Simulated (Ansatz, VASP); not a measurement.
**PbF2: VASP beside Ansatz**

File INCAR:

```
PREC     = Accurate       # precision mode
ENCUT    = 600            # plane-wave cutoff, eV
EDIFF    = 1E-6           # SCF threshold, eV
ISMEAR   = 0              # smearing method
SIGMA    = 0.02           # smearing width, eV
LREAL    = F              # projectors in reciprocal space
LASPH    = T              # aspherical terms in the spheres
NELM     = 100            # most SCF steps
ALGO     = Normal         # electronic algorithm
ISIF     = 3              # what is computed and relaxed
LWAVE    = F              # write WAVECAR
LCHARG   = F              # write CHGCAR
GGA      = PS             # functional
IBRION   = 2              # ionic algorithm
NSW      = 100            # ionic steps
EDIFFG   = -0.005         # ionic threshold
```

KPOINTS

```
Automatic mesh
0
Gamma
  8 8 8
```

File POSCAR:

```
PbF2
1.0
    0.0000000000      2.9698500000      2.9698500000
    2.9698500000      0.0000000000      2.9698500000
    2.9698500000      2.9698500000      0.0000000000
Pb F
1 2
Direct
    0.0000000000      0.0000000000      0.0000000000
    0.2500000000      0.2500000000      0.2500000000
    0.7500000000      0.7500000000      0.7500000000
```

Input for Ansatz:

```yaml
crystal:
  lattice:
    - [0.0, 2.96985, 2.96985]
    - [2.96985, 0.0, 2.96985]
    - [2.96985, 2.96985, 0.0]
  atoms:
    - { symbol: Pb, position: [0.0, 0.0, 0.0] }
    - { symbol: F, position: [0.25, 0.25, 0.25] }
    - { symbol: F, position: [0.75, 0.75, 0.75] }
basis:
  ecutwfc: 420
kpoints:
  mp_grid: { grid: [8, 8, 8] }
hamiltonian:
  xc: pbesol
scf:
  occupations: { method: gaussian, width: 0.02 }
output:
  forces: true
  stress: true
  eigenvalues: true
relax:
  adjacent_minimum: "off"
  f_tol: 0.005
  max_steps: 80
  cell: { stress_tol: 0.05 }
```

Alike in both runs: task relaxation of cell and atoms; functional PBEsol; k mesh 8 × 8 × 8; occupations gaussian, width 0.02 eV; no spin polarisation.

|  | VASP | Ansatz |
| --- | --- | --- |
| version | VASP 6.6.1 | Ansatz 0.2.0 |
| potentials or method | VASP PAW PBE potentials, release 64 (Pb_d, F) | scalar-relativistic, plane waves, PAW |
| plane-wave cutoff (eV) | 600 | 420 |
| valence electrons in the cell | 28 | 28 |

VASP gave:

| Item | Value |
| --- | --- |
| gap on the k mesh at the Fermi level, each at its own relaxed structure (eV) | 4.30 |
| relaxed volume (Å³/atom) | 17.05 |
| relaxed cell length with the largest relative difference (Å) | 4.166 |
| energy change over the relaxation (meV/atom) | -2 |

Question: What did Ansatz give for the same quantities?

Answer: gap on the k mesh at the Fermi level, each at its own relaxed structure (eV): 4.31; relaxed volume (Å³/atom): 17.10; relaxed cell length with the largest relative difference (Å): 4.171; energy change over the relaxation (meV/atom): -2.

Caveats: the PAW data sets were made with another functional, which shifts forces and pressure a little (VASP); spin-orbit coupling is left out, which as a rule narrows the gap of such compounds by several tenths of an eV. A k mesh can miss the band edges.
